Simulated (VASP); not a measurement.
A run of VASP 6.6.1:

INCAR

```
SYSTEM = GaN
PREC = Accurate ; ENCUT = 520
EDIFF = 1E-7 ; ISMEAR = 0
SIGMA = 0.1 ; LREAL = .False.
LASPH = .True. ; NELM = 100
ALGO = Normal ; ISIF = 2
LWAVE = .False. ; LCHARG = .False.
GGA = PE ; IVDW = 12
NBANDS = 26
```

KPOINTS

```
regular mesh
0
Gamma
  4 4 4
  0 0 0
```

POSCAR

```
GaN
1.0
    3.7204035877      0.0000000000      0.0000000000
    0.0000000000      3.7204035877      0.0000000000
    0.0000000000      0.0000000000      3.5138129400
Ga N
2 2
Direct
    0.5000000000      0.5000000000      0.0000000000
    0.0000000000      0.0000000000      0.0000000000
    0.5000000000      0.0000000000      0.7941030763
    0.0000000000      0.5000000000      0.2058969237
```

Potentials or basis: VASP PAW PBE potentials, release 64 (Ga_d, N).

Launch:

```sh
$ cat potpaw_PBE.64/Ga_d/POTCAR potpaw_PBE.64/N/POTCAR > POTCAR
$ mpirun -np 1 vasp_std > vasp.out
```

Hardware: 1 thread of Intel(R) Xeon(R) 6975P-C (Granite Rapids), with other jobs on the host.

**Question.** How long does it take, and how much memory?

**Answer.** Wall time 17 s on 1 thread of Intel(R) Xeon(R) 6975P-C (Granite Rapids) (shared host), peak memory 0.17 GiB. Counts: scf iterations 15, k points 18.
